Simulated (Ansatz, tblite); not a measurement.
# NaH with GFN1-xTB from a Python script

These are simulated results from tblite 0.8.0, not measurements. The cell was built from a prototype and was relaxed with r2SCAN in plane waves (Ansatz 0.2.0). Not every such cell is a known phase. All runs are without spin polarisation.

Space group F-43m (No. 216), cubic; a = 5.194 Å in the conventional setting, 17.51 Å³ an atom. Na has 4 H at 2.25 Å; H has 4 Na at 2.25 Å.

tblite solves periodic systems at the zone centre alone, so the script builds a cluster of 2×2×2 conventional cells (64 atoms), which folds in a coarse mesh of k points.

The script, run.py:

```python
import json
from ase import Atoms
from ase.build import make_supercell
from ase.units import Bohr, GPa, Hartree
from tblite.interface import Calculator

atoms = Atoms(['Na', 'H'],
              cell=[[0.0, 2.59692106, 2.59692106], [2.59692106, 0.0, 2.59692106], [2.59692106, 2.59692106, 0.0]],
              scaled_positions=[[0.0, 0.0, 0.0], [0.25, 0.25, 0.25]],
              pbc=True)
cluster = make_supercell(atoms, [[-2, 2, 2], [-2, -2, 2], [2, -2, 2]])
calc = Calculator('GFN1-xTB', cluster.numbers, cluster.positions / Bohr, lattice=cluster.cell[:] / Bohr, periodic=cluster.pbc)
calc.set('temperature', 0.02 / Hartree)
calc.set('max-iter', 150)
res = calc.singlepoint()
levels = res.get('orbital-energies') * Hartree
nv = round(res.get('orbital-occupations').sum() / 2)
cells = len(cluster) // len(atoms)
out = {'energy_per_cell': res.get('energy') * Hartree / cells, 'homo': levels[nv - 1], 'lumo': levels[nv],
       'stress': (-res.get('virial') * Hartree / cluster.get_volume() / GPa).tolist(), 'charges': res.get('charges')[:len(atoms)].tolist(), 'electrons': 2 * nv / cells}
json.dump(out, open('results.json', 'w'))
for key, value in out.items():
    print(key, value)
```

Command: `python run.py`. It took 2.5 s on 1 thread of Arm Neoverse V1, with other jobs on the host, peak memory 0.099 GiB.

Output:

```
------------------------------------------------------------
  cycle        total energy    energy error   density error
------------------------------------------------------------
      1     -26.70576407288  -2.6544397E+01   5.1211272E-01
      2     -26.69746015150   8.3039214E-03   3.4735627E-01
      3     -26.30670292191   3.9075723E-01   2.2747176E-01
      4     -27.83133561611  -1.5246327E+00   9.6078908E-03
      5     -27.83334377743  -2.0081613E-03   4.3781004E-04
      6     -27.83334770563  -3.9282059E-06   5.5046453E-05
      7     -27.83334772383  -1.8201188E-08   5.7270490E-06
------------------------------------------------------------

 total:                                   1.791 sec
energy_per_cell -23.668249039490004
homo -7.468765372218344
lumo 0.4383336849622899
stress [[-1.4388241429824398, 6.309438159080257e-06, -6.309440466219941e-06], [6.309438159246448e-06, -1.4388241429844388, -6.309439323630623e-06], [-6.309440466293802e-06, -6.3094393236617366e-06, -1.43882414297998]]
charges [0.3424962521012307, -0.3425180286693814]
electrons 2.0
```

The cycle table is in hartree for the whole cluster, and the lines after it are in eV (the energy for one cell). The printed stress is in GPa and positive in compression, and the pressure is its mean diagonal.

GFN1-xTB gives a gap of 7.91 eV. On the same cell, plane-wave PBE (Ansatz, 8×8×8 k points and the special points) gives a gap of 3.61 eV and r2SCAN a gap of 4.05 eV; on shared hosts these took about 1.7 and 3.7 core-seconds on the 2-atom cell, against 2.5 for the script. Semilocal gaps usually lie below measured ones. xTB was fitted to molecules, so gaps, charges and pressures of solids can be far off, and the gap also depends on the size of the cluster.

The same script was run on cells scaled at fixed shape and fractional coordinates:

| volume (Å³/atom) | energy (meV/atom) | pressure (GPa, positive in compression) | gap (eV) |
| --- | --- | --- | --- |
| 15.41 | -9.4 | 0.26 | 8.18 |
| 16.46 | -7.5 | -0.78 | 8.06 |
| 17.51 | 0.0 | -1.44 | 7.91 |
| 18.56 | 10.8 | -1.81 | 7.65 |
| 19.62 | 23.4 | -1.99 | 7.42 |

A Birch-Murnaghan fit puts the minimum at 15.65 Å³/atom, 10.7 % below the given cell, with a bulk modulus of 18.2 GPa at fixed shape.

xTB was fitted mostly to molecules, and a small cluster samples few k points, so gaps, pressures and kinks along a curve can be far from a solid's.
